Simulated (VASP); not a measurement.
# Fe (Fmmm) in VASP: notebook, part 2 of 2

VASP 6.6.1. Earlier steps stand in the parts before.

### 4 Single point, PBEsol, collinear spin, ferromagnetic start

INCAR reads:

```
  PREC = Accurate
  ENCUT = 450
  EDIFF = 1E-6
  ISMEAR = 1
  SIGMA = 0.1
  LREAL = False
  LASPH = True
  NELM = 100
  ALGO = Normal
  ISIF = 2
  LWAVE = False
  LCHARG = False
  ISPIN = 2
  MAGMOM = 3
  LORBIT = 11
  LMAXMIX = 4
  GGA = PS
  NBANDS = 14
  ADDGRID = False
```

KPOINTS reads:

```
Automatic mesh
0
Gamma
  9 9 9
```

POSCAR reads:

```
Fe
1.0
    0.0000000000      1.9417396906      1.9651051623
    1.4984397099      0.0000000000      1.9651051623
    1.4984397099      1.9417396906      0.0000000000
Fe
1
Direct
    0.0000000000      0.0000000000      0.0000000000
```

Potentials or basis: VASP PAW PBE potentials, release 64 (Fe).

On the command line:

```
cat potpaw_PBE.64/Fe/POTCAR > POTCAR
mpirun -np 1 vasp_std > vasp.out
```

OUTCAR:

```text
PREC = Accurate
   ENCUT = 450
   EDIFF = 1E-6
   ISMEAR = 1
   LREAL = False
   LASPH = True
   NELM = 100
   ISIF = 2
   ISPIN = 2
   LORBIT = 11
   GGA = PS

 Found    125 irreducible k-points:

 Following reciprocal coordinates:
            Coordinates               Weight
  0.000000  0.000000  0.000000      1.000000
  0.111111  0.000000 -0.000000      8.000000
  0.222222  0.000000  0.000000      8.000000
  0.333333  0.000000  0.000000      8.000000
  0.444444  0.000000  0.000000      8.000000
  0.111111  0.111111  0.000000      2.000000
   k-points           NKPTS =    125   k-points in BZ     NKDIM =    125   number of bands    NBANDS=     14
   number of dos      NEDOS =    301   number of ions     NIONS =      1
   total plane-waves  NPLWV =   6480
   dimension x,y,z NGX =    20 NGY =   18 NGZ =   18
   dimension x,y,z NGXF=    40 NGYF=   36 NGZF=   36
   ions per type =               1
   NGX,Y,Z   is equivalent  to a cutoff of  12.04, 12.11, 12.20 a.u.
   NGXF,Y,Z  is equivalent  to a cutoff of  24.07, 24.22, 24.40 a.u.
 SYSTEM =  unknown system
   PREC   = accura    normal or accurate (medium, high low for compatibility)
   ISTART =      0    job   : 0-new  1-cont  2-samecut
   ICHARG =      2    charge: 1-file 2-atom 10-const
   ISPIN  =      2    spin polarized calculation?
[... 259 lines left out ...]
      4       5.5230      0.95927
      5       6.8963     -0.00000
      6       7.3003     -0.00000
      7      28.4536      0.00000
      8      29.1254      0.00000
      9      29.7460      0.00000
     10      33.4381      0.00000
     11      35.7764      0.00000
     12      35.7783      0.00000
     13      38.7708      0.00000
     14      38.9292      0.00000

 [... further k-points ...]

------------------------ aborting loop because EDIFF is reached ----------------------------------------

  FORCE on cell =-STRESS in cart. coord.  units (eV):
  Direction    XX          YY          ZZ          XY          YZ          ZX
  --------------------------------------------------------------------------------------
  -------------------------------------------------------------------------------------
  Total       -1.2072934     -0.5464200     -0.6961913      0.0000000      0.0000000      0.0000000
  in kB     -169.1520779    -76.5580944    -97.5423293      0.0000000      0.0000000      0.0000000
  external PRESSURE =    -114.4175006 kB  Pullay stress =       0.0000000 kB

 VOLUME and BASIS-vectors are now :
 -----------------------------------------------------------------------------
  energy-cutoff  :      450.00
  volume of cell :       11.44
      direct lattice vectors                 reciprocal lattice vectors
     0.000000000  1.941739691  1.965105162    -0.333680426  0.257501045  0.254439309
     1.498439710  0.000000000  1.965105162     0.333680426 -0.257501045  0.254439309
     1.498439710  1.941739691  0.000000000     0.333680426  0.257501045 -0.254439309

 POSITION                                       TOTAL-FORCE (eV/Angst)
 -----------------------------------------------------------------------------------
      0.00000      0.00000      0.00000         0.000000      0.000000      0.000000
 -----------------------------------------------------------------------------------
    total drift:                                0.000000     -0.000000      0.000000

  FREE ENERGIE OF THE ION-ELECTRON SYSTEM (eV)
  ---------------------------------------------------
  free  energy   TOTEN  =        -8.8816079096 eV

  energy  without entropy=       -8.8815054053  energy(sigma->0) =       -8.88157374

 total charge

# of ion       s       p       d       tot
------------------------------------------
    1        0.488   0.538   6.234   7.259

 magnetization (x)

# of ion       s       p       d       tot
------------------------------------------
    1       -0.013  -0.042   2.221   2.166
```

OSZICAR:

```text
N       E                     dE             d eps       ncg     rms          rms(c)
DAV:   1     0.190038902714E+02    0.19004E+02   -0.34347E+03  7738   0.622E+02
DAV:   2    -0.917198451875E+01   -0.28176E+02   -0.25654E+02  7744   0.119E+02
DAV:   3    -0.996752079521E+01   -0.79554E+00   -0.78790E+00  8476   0.215E+01
DAV:   4    -0.997001401397E+01   -0.24932E-02   -0.24931E-02  8128   0.107E+00
DAV:   5    -0.997002617225E+01   -0.12158E-04   -0.12157E-04  8494   0.776E-02    0.121E+01
DAV:   6    -0.897549673301E+01    0.99453E+00   -0.11153E+01  8878   0.387E+01    0.585E+00
DAV:   7    -0.889874221215E+01    0.76755E-01   -0.72049E-01  8596   0.944E+00    0.337E+00
DAV:   8    -0.888999794385E+01    0.87443E-02   -0.49002E-03  7874   0.453E-01    0.128E+00
DAV:   9    -0.888191676704E+01    0.80812E-02   -0.56113E-03 10074   0.386E-01    0.273E-01
DAV:  10    -0.888158326234E+01    0.33350E-03   -0.21803E-04  8296   0.142E-01    0.645E-02
DAV:  11    -0.888160811066E+01   -0.24848E-04   -0.55937E-05  8164   0.686E-02    0.422E-02
DAV:  12    -0.888160790960E+01    0.20106E-06   -0.25391E-06  8182   0.107E-02
   1 F= -.88816079E+01 E0= -.88815737E+01  d E =-.102504E-03  mag=     2.1791
```

stdout:

```text
POSCAR found type information on POSCAR Fe
 POSCAR found :  1 types and       1 ions
 scaLAPACK will be used
 -----------------------------------------------------------------------------
|                                                                             |
|                                                                             |
|     You enforced a specific xc type in the INCAR file but a different       |
|     I HOPE YOU KNOW WHAT YOU ARE DOING!                                     |
|                                                                             |
 -----------------------------------------------------------------------------

 LDA part: xc-table for (Slater+PW92), standard interpolation
 POSCAR, INCAR and KPOINTS ok, starting setup
 FFT: planning ... GRIDC
 FFT: planning ... GRID_SOFT
 FFT: planning ... GRID
 WAVECAR not read
 entering main loop
```

It took 19 s on 1 thread of Intel Xeon 6975P-C (Granite Rapids), shared host; peak memory 0.14 GiB.

These settings aren't checked as converged: the numbers below hold their error.

Results:

```yaml
Free_energy: -8.8816 eV
Pressure: -11.4 GPa
Band_gap_on_the_k_mesh: none (metal or under the smearing width)
Net_moment: 2.18 μB per cell
Site_moments: Fe +2.17 μB
Valence_electrons_inside_the_program's_atomic_spheres: Fe 7.26
```

Caveat: the PAW data sets were made with another functional, which shifts forces and pressure a little.

### 5 Single point, PBEsol, collinear spin, ferromagnetic start

INCAR: that of step 4 with these lines changed.

```diff
@@ -4,3 +4,3 @@
   ISMEAR = 1
-  SIGMA = 0.1
+  SIGMA = 0.4
   LREAL = False
```

KPOINTS is that of step 4.

POSCAR is that of step 4.

Potentials or basis: VASP PAW PBE potentials, release 64 (Fe).

On the command line:

```
cat potpaw_PBE.64/Fe/POTCAR > POTCAR
mpirun -np 1 vasp_std > vasp.out
```

OUTCAR:

```text
PREC = Accurate
   ENCUT = 450
   EDIFF = 1E-6
   ISMEAR = 1
   LREAL = False
   LASPH = True
   NELM = 100
   ISIF = 2
   ISPIN = 2
   LORBIT = 11
   GGA = PS

 Found    125 irreducible k-points:

 Following reciprocal coordinates:
            Coordinates               Weight
  0.000000  0.000000  0.000000      1.000000
  0.111111  0.000000 -0.000000      8.000000
  0.222222  0.000000  0.000000      8.000000
  0.333333  0.000000  0.000000      8.000000
  0.444444  0.000000  0.000000      8.000000
  0.111111  0.111111  0.000000      2.000000
   k-points           NKPTS =    125   k-points in BZ     NKDIM =    125   number of bands    NBANDS=     14
   number of dos      NEDOS =    301   number of ions     NIONS =      1
   total plane-waves  NPLWV =   6480
   dimension x,y,z NGX =    20 NGY =   18 NGZ =   18
   dimension x,y,z NGXF=    40 NGYF=   36 NGZF=   36
   ions per type =               1
   NGX,Y,Z   is equivalent  to a cutoff of  12.04, 12.11, 12.20 a.u.
   NGXF,Y,Z  is equivalent  to a cutoff of  24.07, 24.22, 24.40 a.u.
 SYSTEM =  unknown system
   PREC   = accura    normal or accurate (medium, high low for compatibility)
   ISTART =      0    job   : 0-new  1-cont  2-samecut
   ICHARG =      2    charge: 1-file 2-atom 10-const
   ISPIN  =      2    spin polarized calculation?
   LNONCOLLINEAR =      F non collinear calculations
   LSORBIT =      F    spin-orbit coupling
   LASPH  =      T    aspherical Exc in radial PAW
   ENCUT  =  450.0 eV  33.07 Ry    5.75 a.u.   4.78  4.27  4.24*2*pi/ulx,y,z
   NELM   =    100;   NELMIN=  2; NELMDL= -5     # of ELM steps
   EDIFF  = 0.1E-05   stopping-criterion for ELM
   LREAL  =      F    real-space projection
   EDIFFG = 0.1E-04   stopping-criterion for IOM
   NSW    =      0    number of steps for IOM
   IBRION =     -1    ionic relax: 0-MD 1-quasi-New 2-CG
   NFREE  =      0    steps in history (QN), initial steepest desc. (CG)
   ISIF   =      2    stress and relaxation
   ISYM   =      2    0-nonsym 1-usesym 2-fastsym
   POTIM  = 0.5000    time-step for ionic-motion
   TEBEG  =    0.0;   TEEND  =   0.0 temperature during run
   PSTRESS=    0.0 pullay stress
   NELECT =       8.0000    total number of electrons
   NUPDOWN=      -1.0000    fix difference up-down
   EMIN   =  10.00;   EMAX   =-10.00  energy-range for DOS
   EFERMI =   0.00;   METHOD = LEGACY
   ISMEAR =     1;   SIGMA  =   0.40  broadening in eV -4-tet -1-fermi 0-gaus
   EFERMI_NEDOS =   21; number of points for ismear=-14 and -15
   IALGO  =     38    algorithm
   IMIX   =      4    mixing-type and parameters
     AMIX     =   0.40;   BMIX     =  1.00
     AMIX_MAG =   1.60;   BMIX_MAG =  1.00
  volume/ion in A,a.u.               =      11.44        77.17
  Fermi-wavevector in a.u.,A,eV,Ry     =   1.453303  2.746344 28.736719  2.112089
  Thomas-Fermi vector in A             =   2.570585
   LORBIT       =     11    0 simple, 1 ext, 2 COOP (PROOUT), +10 PAW based schemes
   GGA     = PS    functional components
   LHFCALC =     F    Hartree Fock is set to
   AEXX    =    0.0000 exact exchange contribution
   IVDW    =     0    specifies the selected vdW correction
   LEPSILON=     F    determine dielectric tensor
   LRPA    =     F    only Hartree local field effects (RPA)
 spin polarized calculation
 Methfessel and Paxton  Order N= 1 SIGMA  =   0.40
  energy-cutoff  :      450.00
  volume of cell :       11.44
 maximum number of plane-waves:       261
   NGX =  9   NGY =  9   NGZ =  9

 number of electron       7.9999998 magnetization       2.2033111

 Free energy of the ion-electron system (eV)
  ---------------------------------------------------
  ext. energy  EPLUGINS =         0.00000000
  ---------------------------------------------------
  free energy    TOTEN  =        -8.88087474 eV

  energy without entropy =       -8.88839580  energy(sigma->0) =       -8.88338176

 E-fermi :   5.5714     XC(G=0): -13.2402

 val. band max:        5.5651026972   @ k =  -0.2222   0.2222   0.3333
 cond. band min:       5.5749280303   @ k =   0.1111   0.0000   0.1111
 fundamental gap:      0.0098253331
 Fermi energy:         5.5714162623

 spin component 1

 k-point     1 :       0.0000    0.0000    0.0000
  band No.  band energies     occupation
      1      -2.8866      1.00000
      2       3.1493      1.00000
      3       3.2419      1.00000
      4       3.5787      1.00000
      5       4.3064      1.00004
      6       4.7000      1.00431
      7      29.3837      0.00000
      8      30.8569      0.00000
      9      31.1189      0.00000
     10      35.0561      0.00000
     11      36.1133      0.00000
     12      36.3694      0.00000
     13      36.8738      0.00000
     14      36.9633      0.00000

 k-point     2 :       0.1111    0.0000   -0.0000
  band No.  band energies     occupation
      1      -2.3960      1.00000
      2       3.1575      1.00000
      3       3.2333      1.00000
      4       3.7039      1.00000
      5       4.2384      1.00001
      6       4.6505      1.00268
      7      27.1669      0.00000
      8      29.6026      0.00000
      9      30.6151      0.00000
     10      33.7651      0.00000
     11      34.6175      0.00000
     12      35.0466      0.00000
     13      36.9480      0.00000
     14      39.2011      0.00000
[... 37 lines left out ...]
      1       0.6827      1.00000
      2       2.4449      1.00000
      3       4.2361      1.00001
      4       4.8164      1.01130
      5       5.3899      0.84363
      6       5.8238      0.06662
      7      13.2967     -0.00000
      8      24.5824      0.00000
      9      26.7579      0.00000
     10      29.5804      0.00000
     11      33.1158      0.00000
     12      37.8954      0.00000
     13      41.8916      0.00000
     14      46.3493      0.00000

 k-point     6 :       0.1111    0.1111    0.0000
  band No.  band energies     occupation
      1      -2.3629      1.00000
      2       2.9878      1.00000
      3       3.5048      1.00000
      4       3.5145      1.00000
      5       4.3658      1.00009
      6       4.6161      1.00188
      7      28.2483      0.00000
      8      29.0615      0.00000
      9      29.5249      0.00000
     10      32.5859      0.00000
     11      34.9166      0.00000
     12      35.5247      0.00000
     13      38.3522      0.00000
     14      38.5547      0.00000

 [... further k-points ...]

 spin component 2

 k-point     1 :       0.0000    0.0000    0.0000
  band No.  band energies     occupation
      1      -2.6189      1.00000
      2       5.0091      1.03156
      3       5.1467      1.03041
      4       5.6402      0.35688
      5       6.8472     -0.00003
      6       7.4382     -0.00000
      7      29.2711      0.00000
      8      30.8044      0.00000
      9      31.0968      0.00000
     10      35.4971      0.00000
     11      36.2813      0.00000
     12      37.3679      0.00000
     13      37.5983      0.00000
     14      37.6866      0.00000

 k-point     2 :       0.1111    0.0000   -0.0000
  band No.  band energies     occupation
      1      -2.1249      1.00000
      2       5.0114      1.03177
      3       5.1384      1.03171
      4       5.7528      0.15652
      5       6.7520     -0.00012
      6       7.3753     -0.00000
      7      27.4667      0.00000
      8      29.6282      0.00000
      9      30.7487      0.00000
     10      34.3317      0.00000
     11      35.2884      0.00000
     12      35.7166      0.00000
     13      37.3240      0.00000
     14      39.9004      0.00000
[... 37 lines left out ...]
      1       1.8919      1.00000
      2       4.2476      1.00001
      3       5.7523      0.15724
      4       6.7420     -0.00014
      5       7.4762     -0.00000
      6       8.0677     -0.00000
      7      14.5955      0.00000
      8      24.7045      0.00000
      9      27.3809      0.00000
     10      30.1889      0.00000
     11      33.8604      0.00000
     12      38.1617      0.00000
     13      42.2156      0.00000
     14      47.1617      0.00000

 k-point     6 :       0.1111    0.1111    0.0000
  band No.  band energies     occupation
      1      -2.0912      1.00000
      2       4.8164      1.01130
      3       5.4428      0.75707
      4       5.5419      0.56228
      5       6.9146     -0.00001
      6       7.3167     -0.00000
      7      28.4516      0.00000
      8      29.1229      0.00000
      9      29.7450      0.00000
     10      33.4422      0.00000
     11      35.7766      0.00000
     12      35.7838      0.00000
     13      38.7676      0.00000
     14      38.9343      0.00000

 [... further k-points ...]

------------------------ aborting loop because EDIFF is reached ----------------------------------------

  FORCE on cell =-STRESS in cart. coord.  units (eV):
  Direction    XX          YY          ZZ          XY          YZ          ZX
  --------------------------------------------------------------------------------------
  -------------------------------------------------------------------------------------
  Total       -1.1553974     -0.4838932     -0.6378941     -0.0000000      0.0000000      0.0000000
  in kB     -161.8810048    -67.7975565    -89.3743860     -0.0000000      0.0000000      0.0000000
  external PRESSURE =    -106.3509824 kB  Pullay stress =       0.0000000 kB

 VOLUME and BASIS-vectors are now :
 -----------------------------------------------------------------------------
  energy-cutoff  :      450.00
  volume of cell :       11.44
      direct lattice vectors                 reciprocal lattice vectors
     0.000000000  1.941739691  1.965105162    -0.333680426  0.257501045  0.254439309
     1.498439710  0.000000000  1.965105162     0.333680426 -0.257501045  0.254439309
     1.498439710  1.941739691  0.000000000     0.333680426  0.257501045 -0.254439309

 POSITION                                       TOTAL-FORCE (eV/Angst)
 -----------------------------------------------------------------------------------
      0.00000      0.00000      0.00000         0.000000      0.000000      0.000000
 -----------------------------------------------------------------------------------
    total drift:                                0.000000     -0.000000     -0.000000

  FREE ENERGIE OF THE ION-ELECTRON SYSTEM (eV)
  ---------------------------------------------------
  free  energy   TOTEN  =        -8.8808747374 eV

  energy  without entropy=       -8.8883957976  energy(sigma->0) =       -8.88338176

 total charge

# of ion       s       p       d       tot
------------------------------------------
    1        0.488   0.538   6.233   7.259

 magnetization (x)

# of ion       s       p       d       tot
------------------------------------------
    1       -0.013  -0.046   2.251   2.192
```

OSZICAR:

```text
N       E                     dE             d eps       ncg     rms          rms(c)
DAV:   1     0.190049303663E+02    0.19005E+02   -0.34347E+03  7738   0.622E+02
DAV:   2    -0.916951496698E+01   -0.28174E+02   -0.25668E+02  7744   0.119E+02
DAV:   3    -0.996439039117E+01   -0.79488E+00   -0.78910E+00  8476   0.215E+01
DAV:   4    -0.996688318877E+01   -0.24928E-02   -0.24926E-02  8128   0.107E+00
DAV:   5    -0.996689535438E+01   -0.12166E-04   -0.12165E-04  8494   0.776E-02    0.121E+01
DAV:   6    -0.897109402354E+01    0.99580E+00   -0.11182E+01  8878   0.387E+01    0.579E+00
DAV:   7    -0.889755594414E+01    0.73538E-01   -0.71606E-01  8602   0.943E+00    0.334E+00
DAV:   8    -0.888911791118E+01    0.84380E-02   -0.60766E-03  8204   0.460E-01    0.131E+00
DAV:   9    -0.888103210976E+01    0.80858E-02   -0.64563E-03  9532   0.383E-01    0.306E-01
DAV:  10    -0.888085600526E+01    0.17610E-03   -0.45813E-04  8470   0.270E-01    0.862E-02
DAV:  11    -0.888087530844E+01   -0.19303E-04   -0.13372E-04  8140   0.932E-02    0.361E-02
DAV:  12    -0.888087361440E+01    0.16940E-05   -0.25002E-06  8098   0.166E-02    0.143E-02
DAV:  13    -0.888087489214E+01   -0.12777E-05   -0.17826E-06  5606   0.874E-03    0.836E-03
DAV:  14    -0.888087473737E+01    0.15477E-06   -0.38805E-07  3806   0.675E-03
   1 F= -.88808747E+01 E0= -.88833818E+01  d E =0.752106E-02  mag=     2.2036
```

stdout:

```text
POSCAR found type information on POSCAR Fe
 POSCAR found :  1 types and       1 ions
 scaLAPACK will be used
 -----------------------------------------------------------------------------
|                                                                             |
|                                                                             |
|     You enforced a specific xc type in the INCAR file but a different       |
|     I HOPE YOU KNOW WHAT YOU ARE DOING!                                     |
|                                                                             |
 -----------------------------------------------------------------------------

 LDA part: xc-table for (Slater+PW92), standard interpolation
 POSCAR, INCAR and KPOINTS ok, starting setup
 FFT: planning ... GRIDC
 FFT: planning ... GRID_SOFT
 FFT: planning ... GRID
 WAVECAR not read
 entering main loop
```

It took 18 s on 1 thread of Intel Xeon 6975P-C (Granite Rapids), shared host; peak memory 0.14 GiB.

The run converged, but some of its settings lie outside the range that counts as converged, so its numbers aren't taken as properties of the crystal.

What came out:

```
Free energy                                           : -8.8809 eV
Pressure                                              : -10.6 GPa
Band gap on the k mesh                                : none (metal or under the smearing width)
Net moment                                            : 2.20 μB per cell
Site moments                                          : Fe +2.19 μB
Valence electrons inside the program's atomic spheres : Fe 7.26
```

Caveat: the PAW data sets were made with another functional, which shifts forces and pressure a little.

### 6 For comparison

An earlier run on the cell as given: functional PBE; potentials or basis VASP PAW PBE potentials, release 64 (Fe); cutoff 520 eV; k mesh 13 × 13 × 13; occupations fermi-dirac, width 0.05 eV; collinear spin, ferromagnetic start; starting moments [3.0] μB.

* Pressure: -1.0 GPa
* Band gap on the k mesh: none (metal or under the smearing width)
* Net moment: 2.20 μB per cell
* Site moments: Fe +2.19 μB
* Valence electrons inside the program's atomic spheres: Fe 7.26
